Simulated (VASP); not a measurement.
# ZnO (lda) (P6_3mc) in VASP: a series of runs

The runs below take ZnO (lda) through single point, relaxation of cell and atoms, with LDA.

All numbers are computed with VASP 6.6.1; they aren't measurements. Logs are shortened: lines on timing, memory, paths and dates and some standing lists are left out, and cuts for length are marked.

**The experiment to reproduce.**

“Electronic structure of alkaline earth and post-transition metal oxides”, 2009, arxiv:0908.1581 quotes, for a bulk crystal of ZnO: band gap 3.37 eV.

The runs below are set against these values where they give the same quantity.

## Step 1: The crystal as given

Symmetry: P6_3mc, No. 186, hexagonal system. The conventional cell has a = 3.187 Å, b = 3.187 Å, c = 5.152 Å, α = 90.00°, β = 90.00°, γ = 120.00°. Around Zn (site symmetry 3m) lie 4 O at 1.94 to 1.95 Å. O (site symmetry 3m) has 4 Zn at 1.94 to 1.95 Å as nearest neighbours.

## Step 2: Single point, LDA

INCAR reads:

```
SYSTEM = ZnO
ALGO = Normal
EDIFF = 1E-7
ENCUT = 520
GGA = CA
ISIF = 2
ISMEAR = 0
LASPH = .True.
LCHARG = .False.
LREAL = .False.
LWAVE = .False.
NBANDS = 26
NELM = 100
PREC = Accurate
SIGMA = 0.02
```

KPOINTS reads:

```
k-points
0
Gamma
  9 9 6
  0 0 0
```

POSCAR reads:

```
ZnO
1.0
    3.1871685658      0.0000000000      0.0000000000
   -1.5935842829      2.7601689441      0.0000000000
    0.0000000000      0.0000000000      5.1523119630
Zn O
2 2
Direct
    0.3333333333      0.6666666667      0.5002820947
    0.6666666667      0.3333333333      0.0002820947
    0.6666666667      0.3333333333      0.3787279053
    0.3333333333      0.6666666667      0.8787279053
```

Potentials or basis: VASP PAW LDA potentials, release 64 (Zn, O).

On the command line:

```sh
> cat potpaw_LDA.64/Zn/POTCAR potpaw_LDA.64/O/POTCAR > POTCAR
> mpirun -np 1 vasp_std > vasp.out
```

OUTCAR:

```text
SYSTEM = ZnO
   EDIFF = 1E-7
   ENCUT = 520
   GGA = CA
   ISIF = 2
   ISMEAR = 0
   LASPH = .True.
   LREAL = .False.
   NELM = 100
   PREC = Accurate

 ion  position               nearest neighbor table
   1  0.333  0.667  0.500-   3 1.94   3 1.94   3 1.94   4 1.95
   2  0.667  0.333  0.000-   4 1.94   4 1.94   4 1.94   3 1.95
   3  0.667  0.333  0.379-   1 1.94   1 1.94   1 1.94   2 1.95
   4  0.333  0.667  0.879-   2 1.94   2 1.94   2 1.94   1 1.95

  LATTYP: Found a hexagonal cell.
 ALAT       =     3.1871685658
 C/A-ratio  =     1.6165796872

  Lattice vectors:

 A1 = (   3.1871685658,   0.0000000000,   0.0000000000)
 A2 = (  -1.5935842829,   2.7601689441,   0.0000000000)
 A3 = (   0.0000000000,   0.0000000000,   5.1523119630)

Analysis of symmetry for initial positions (statically):
=====================================================================
 Subroutine PRICEL returns:
 Original cell was already a primitive cell.

 Routine SETGRP: Setting up the symmetry group for a
 hexagonal supercell.

 Subroutine GETGRP returns: Found 12 space group operations
 (whereof  6 operations were pure point group operations)
 out of a pool of 24 trial point group operations.

The static configuration has the point symmetry C_3v.
 The point group associated with its full space group is C_6v.

Analysis of symmetry for dynamics (positions and initial velocities):
=====================================================================
 Subroutine PRICEL returns:
 Original cell was already a primitive cell.

 Routine SETGRP: Setting up the symmetry group for a
 hexagonal supercell.

 Subroutine GETGRP returns: Found 12 space group operations
 (whereof  6 operations were pure point group operations)
 out of a pool of 24 trial point group operations.

The dynamic configuration has the point symmetry C_3v.
 The point group associated with its full space group is C_6v.

 Subroutine INISYM returns: Found 12 space group operations
 (whereof  6 operations are pure point group operations),
 and found     1 'primitive' translations

----------------------------------------------------------------------------------------

                                     Primitive cell

  volume of cell :      45.3255

  direct lattice vectors                    reciprocal lattice vectors
     3.187168566  0.000000000  0.000000000     0.313758115  0.181148332  0.000000000
    -1.593584283  2.760168944  0.000000000     0.000000000  0.362296664  0.000000000
     0.000000000  0.000000000  5.152311963     0.000000000  0.000000000  0.194087627

  length of vectors
     3.187168566  3.187168566  5.152311963     0.362296664  0.362296664  0.194087627

  position of ions in fractional coordinates (direct lattice)
     0.333333333  0.666666667  0.500282095
     0.666666667  0.333333333  0.000282095
     0.666666667  0.333333333  0.378727905
     0.333333333  0.666666667  0.878727905

  ion indices of the primitive-cell ions
   primitive index   ion index
                 1           1
                 2           2
                 3           3
                 4           4

----------------------------------------------------------------------------------------

 KPOINTS: k-points

Automatic generation of k-mesh.
 Grid dimensions read from file:
 generate k-points for:    9    9    6

 Generating k-lattice:

  Cartesian coordinates                     Fractional coordinates (reciprocal lattice)
     0.034862013  0.020127592  0.000000000     0.111111111 -0.000000000  0.000000000
     0.000000000  0.040255185  0.000000000     0.000000000  0.111111111  0.000000000
     0.000000000  0.000000000  0.032347938     0.000000000  0.000000000  0.166666667

  Length of vectors
     0.040255185  0.040255185  0.032347938

  Shift w.r.t. Gamma in fractional coordinates (k-lattice)
     0.000000000  0.000000000  0.000000000

 Subroutine IBZKPT returns following result:
 ===========================================

 Found     48 irreducible k-points:

 Following reciprocal coordinates:
            Coordinates               Weight
  0.000000  0.000000  0.000000      1.000000
  0.111111 -0.000000  0.000000      6.000000
  0.222222  0.000000  0.000000      6.000000
  0.333333 -0.000000  0.000000      6.000000
  0.444444  0.000000  0.000000      6.000000
  0.111111  0.111111  0.000000      6.000000
[... 16 lines left out ...]
  0.333333  0.222222  0.166667     24.000000
  0.333333  0.333333  0.166667      4.000000
 [... further k-points ...]
   k-points           NKPTS =     48   k-points in BZ     NKDIM =     48   number of bands    NBANDS=     26
   number of dos      NEDOS =    301   number of ions     NIONS =      4
   total plane-waves  NPLWV =  23040
   dimension x,y,z NGX =    24 NGY =   24 NGZ =   40
   dimension x,y,z NGXF=    48 NGYF=   48 NGZF=   80
   ions per type =               2   2
   NGX,Y,Z   is equivalent  to a cutoff of  12.52, 12.52, 12.91 a.u.
   NGXF,Y,Z  is equivalent  to a cutoff of  25.04, 25.04, 25.81 a.u.
 SYSTEM =  ZnO
   PREC   = accura    normal or accurate (medium, high low for compatibility)
   ISTART =      0    job   : 0-new  1-cont  2-samecut
   ICHARG =      2    charge: 1-file 2-atom 10-const
   ISPIN  =      1    spin polarized calculation?
   LNONCOLLINEAR =      F non collinear calculations
   LSORBIT =      F    spin-orbit coupling
   LASPH  =      T    aspherical Exc in radial PAW
   ENCUT  =  520.0 eV  38.22 Ry    6.18 a.u.   5.93  5.93  9.58*2*pi/ulx,y,z
   NELM   =    100;   NELMIN=  2; NELMDL= -5     # of ELM steps
   EDIFF  = 0.1E-06   stopping-criterion for ELM
   LREAL  =      F    real-space projection
   EDIFFG = 0.1E-05   stopping-criterion for IOM
   NSW    =      0    number of steps for IOM
   IBRION =     -1    ionic relax: 0-MD 1-quasi-New 2-CG
   NFREE  =      0    steps in history (QN), initial steepest desc. (CG)
   ISIF   =      2    stress and relaxation
   ISYM   =      2    0-nonsym 1-usesym 2-fastsym
   POTIM  = 0.5000    time-step for ionic-motion
   TEBEG  =    0.0;   TEEND  =   0.0 temperature during run
   PSTRESS=    0.0 pullay stress
   NELECT =      36.0000    total number of electrons
   NUPDOWN=      -1.0000    fix difference up-down
   EMIN   =  10.00;   EMAX   =-10.00  energy-range for DOS
   EFERMI =   0.00;   METHOD = LEGACY
   ISMEAR =     0;   SIGMA  =   0.02  broadening in eV -4-tet -1-fermi 0-gaus
   EFERMI_NEDOS =   21; number of points for ismear=-14 and -15
   IALGO  =     38    algorithm
   IMIX   =      4    mixing-type and parameters
     AMIX     =   0.40;   BMIX     =  1.00
     AMIX_MAG =   1.60;   BMIX_MAG =  1.00
  volume/ion in A,a.u.               =      11.33        76.47
  Fermi-wavevector in a.u.,A,eV,Ry     =   1.516101  2.865015 31.273826  2.298561
  Thomas-Fermi vector in A             =   2.625536
   LORBIT       =      0    0 simple, 1 ext, 2 COOP (PROOUT), +10 PAW based schemes
   GGA     = CA    functional components
   LHFCALC =     F    Hartree Fock is set to
   AEXX    =    0.0000 exact exchange contribution
   IVDW    =     0    specifies the selected vdW correction
   LEPSILON=     F    determine dielectric tensor
   LRPA    =     F    only Hartree local field effects (RPA)
 non-spin polarized calculation
 Gauss-broadening in eV      SIGMA  =   0.02
  energy-cutoff  :      520.00
  volume of cell :       45.33
 maximum number of plane-waves:      1237
 NGX is ok and might be reduce to    24
   NGX = 11   NGY = 11   NGZ = 19

 number of electron      35.9999984 magnetization

 Free energy of the ion-electron system (eV)
  ---------------------------------------------------
  ext. energy  EPLUGINS =         0.00000000
  ---------------------------------------------------
  free energy    TOTEN  =       -21.15668094 eV

  energy without entropy =      -21.15668094  energy(sigma->0) =      -21.15668094

 E-fermi :   1.4865     XC(G=0): -11.7254

 val. band max:        1.3510985991   @ k =   0.0000   0.0000   0.0000
 cond. band min:       2.1604274589   @ k =   0.0000   0.0000   0.0000
 fundamental gap:      0.8093288598
 Fermi energy:         1.4864742935

 k-point     1 :       0.0000    0.0000    0.0000
  band No.  band energies     occupation
      1     -16.8733      2.00000
      2     -16.0303      2.00000
      3      -4.7734      2.00000
      4      -4.6811      2.00000
      5      -4.6811      2.00000
      6      -4.6425      2.00000
[... 18 lines left out ...]
     25      15.6622      0.00000
     26      15.6622      0.00000

 k-point     2 :       0.1111   -0.0000    0.0000
  band No.  band energies     occupation
      1     -16.7943      2.00000
      2     -15.9946      2.00000
      3      -4.7816      2.00000
      4      -4.6547      2.00000
      5      -4.6392      2.00000
      6      -4.5980      2.00000
[... 18 lines left out ...]
     25      15.5789      0.00000
     26      15.8173      0.00000

 k-point     3 :       0.2222    0.0000    0.0000
  band No.  band energies     occupation
      1     -16.5835      2.00000
      2     -15.9094      2.00000
      3      -4.9591      2.00000
      4      -4.5998      2.00000
      5      -4.5415      2.00000
      6      -4.4582      2.00000
[... 18 lines left out ...]
     25      14.8786      0.00000
     26      15.7709      0.00000

 k-point     4 :       0.3333   -0.0000    0.0000
  band No.  band energies     occupation
      1     -16.3141      2.00000
      2     -15.8292      2.00000
      3      -5.0667      2.00000
      4      -4.6740      2.00000
      5      -4.4537      2.00000
      6      -4.2659      2.00000
[... 18 lines left out ...]
     25      14.8401      0.00000
     26      15.6199      0.00000
[... 496 lines left out ...]
      1     -16.1565      2.00000
      2     -15.8287      2.00000
      3      -4.8908      2.00000
      4      -4.7936      2.00000
      5      -4.3787      2.00000
      6      -4.3358      2.00000
[... 18 lines left out ...]
     25      13.3018      0.00000
     26      16.6340      0.00000

 k-point    23 :       0.3333    0.2222    0.1667
  band No.  band energies     occupation
      1     -15.9822      2.00000
      2     -15.8211      2.00000
      3      -4.8164      2.00000
      4      -4.6168      2.00000
      5      -4.4176      2.00000
      6      -4.2174      2.00000
[... 18 lines left out ...]
     25      14.1022      0.00000
     26      15.7454      0.00000

 k-point    24 :       0.3333    0.3333    0.1667
  band No.  band energies     occupation
      1     -15.8706      2.00000
      2     -15.8706      2.00000
      3      -4.7352      2.00000
      4      -4.4477      2.00000
      5      -4.4477      2.00000
      6      -4.1194      2.00000
[... 18 lines left out ...]
     25      14.7307      0.00000
     26      16.0266      0.00000

 [... further k-points ...]

------------------------ aborting loop because EDIFF is reached ----------------------------------------

  FORCE on cell =-STRESS in cart. coord.  units (eV):
  Direction    XX          YY          ZZ          XY          YZ          ZX
  --------------------------------------------------------------------------------------
  -------------------------------------------------------------------------------------
  Total        0.3672050      0.3672050      0.3631847      0.0000000     -0.0000000     -0.0000000
  in kB       12.9800503     12.9800503     12.8379382      0.0000000     -0.0000000     -0.0000000
  external PRESSURE =      12.9326796 kB  Pullay stress =       0.0000000 kB

 VOLUME and BASIS-vectors are now :
 -----------------------------------------------------------------------------
  energy-cutoff  :      520.00
  volume of cell :       45.33
      direct lattice vectors                 reciprocal lattice vectors
     3.187168566  0.000000000  0.000000000     0.313758115  0.181148332  0.000000000
    -1.593584283  2.760168944  0.000000000     0.000000000  0.362296664  0.000000000
     0.000000000  0.000000000  5.152311963     0.000000000  0.000000000  0.194087627

 POSITION                                       TOTAL-FORCE (eV/Angst)
 -----------------------------------------------------------------------------------
     -0.00000      1.84011      2.57761        -0.000000      0.000000      0.001722
      1.59358      0.92006      0.00145         0.000000     -0.000000      0.001722
      1.59358      0.92006      1.95132         0.000000      0.000000     -0.001722
     -0.00000      1.84011      4.52748        -0.000000     -0.000000     -0.001722
 -----------------------------------------------------------------------------------
    total drift:                                0.000001      0.000001      0.000012

  FREE ENERGIE OF THE ION-ELECTRON SYSTEM (eV)
  ---------------------------------------------------
  free  energy   TOTEN  =       -21.1566809401 eV

  energy  without entropy=      -21.1566809401  energy(sigma->0) =      -21.15668094
```

Run time: 17 s. Hardware: 1 thread of Intel Xeon 6975P-C (Granite Rapids), shared host; peak memory 0.16 GiB.

What came out:

```
Free energy            : -21.1567 eV
Pressure               : 1.3 GPa
Band gap on the k mesh : 0.81 eV, direct
```

Levels at points of the mesh, in eV from the valence-band top:
```
           k point  band 16  band 17  band 18  band 19  band 20  band 21
(0.00, 0.00, 0.00)    -0.11     0.00     0.00     0.81     5.29     8.20
(0.00, 0.00, 0.50)    -0.43    -0.43    -0.43     3.50     3.50    10.06
```

[end of part 1 of 3]
